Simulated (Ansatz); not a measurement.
MgO in the rocksalt structure, relaxed with r2SCAN in the PAW code Ansatz: space group Fm-3m (No. 225), cubic; conventional cell a = 4.204 Å, 9.29 Å³ an atom. Mg has 6 O at 2.10 Å; O has 6 Mg at 2.10 Å. The cell was then strained (x, y and z are the cube axes), with the atoms relaxed again; stress is positive in compression. No spin polarisation and no zero-point or thermal motion.

- Uniaxial -1.0 % along z, other directions held: r2SCAN's stress changes by +3.31 GPa along the strain and +0.97 GPa across it.
- Isotropic -1.0 % on every length: the pressure changes by +5.35 GPa, and the HSE06 gap (Γ) goes from 6.541 to 6.871 eV.
- Epitaxial strain of -1.0 % in the (001) plane: the free normal strain is +0.63 % and the in-plane stress changes by +3.70 GPa.
- In that film r2SCAN's threefold valence top at Γ splits as 1+2 from the top, by 0.033 eV.
- Uniaxial strain of +1.5 % along [111], atoms relaxed: the xy stress changes by -1.563 GPa.

**Estimate C₁₁, C₁₂ and the bulk modulus from the uniaxial step.** With compression positive, C₁₁ ≈ −Δσ∥/ε = (-3.31)/(-0.0100) = 331 GPa and C₁₂ ≈ (-0.97)/(-0.0100) = 97 GPa; B = (C₁₁ + 2C₁₂)/3 = 175 GPa. A one-sided step carries third-order terms: it reads high by some per cent.

**What bulk modulus does the isotropic step give?** Δ ln V = 3 ln(0.9900) = -0.0302, so B ≈ −ΔP/Δ ln V = 177 GPa, against 175 GPa from C₁₁ and C₁₂; one-sided steps of finite size carry third-order terms.

**Give the volume deformation potential of that gap and its pressure coefficient.** a_V = ΔE_g/Δ ln V = (+0.330)/(-0.0302) = -10.94 eV; dE_g/dP = −a_V/B = +62 meV/GPa, with HSE06's gap and r2SCAN's modulus.

**What do the film's normal strain and stress say about the elastic constants?** ε⊥/ε∥ = (+0.0063)/(-0.0100) = -0.63, which linear elasticity sets to −2C₁₂/C₁₁ = -0.59 from the uniaxial step. The biaxial modulus is M = −Δσ/ε∥ = 370 GPa (C₁₁ + C₁₂ − 2C₁₂²/C₁₁ = 371 GPa).

**How much elastic energy does the film store, with 9.29 Å³ an atom?** u = M ε∥² = −Δσ ε∥ = -3.70 × (-0.0100) = 0.0370 GPa, and 1 GPa Å³ is 6.2415 meV: 2.15 meV an atom. The total energies of the two runs differ by 2.12 meV an atom.

**Extract the shear deformation potential b.** Without spin-orbit coupling the splitting is 3|b| |ε_zz − ε_xx| = 3|b| × 0.0163, so |b| = 0.033/0.0489 = 0.67 eV.

**Estimate C₄₄.** A strain ε along [111] has ε_xy = ε/3 = +0.00500, an engineering shear of 2ε/3, so C₄₄ ≈ −Δσ_xy/(2ε/3) = 156 GPa, atoms relaxed.

The meshes of the hybrids are coarse, so their gaps aren't converged to the digits shown.
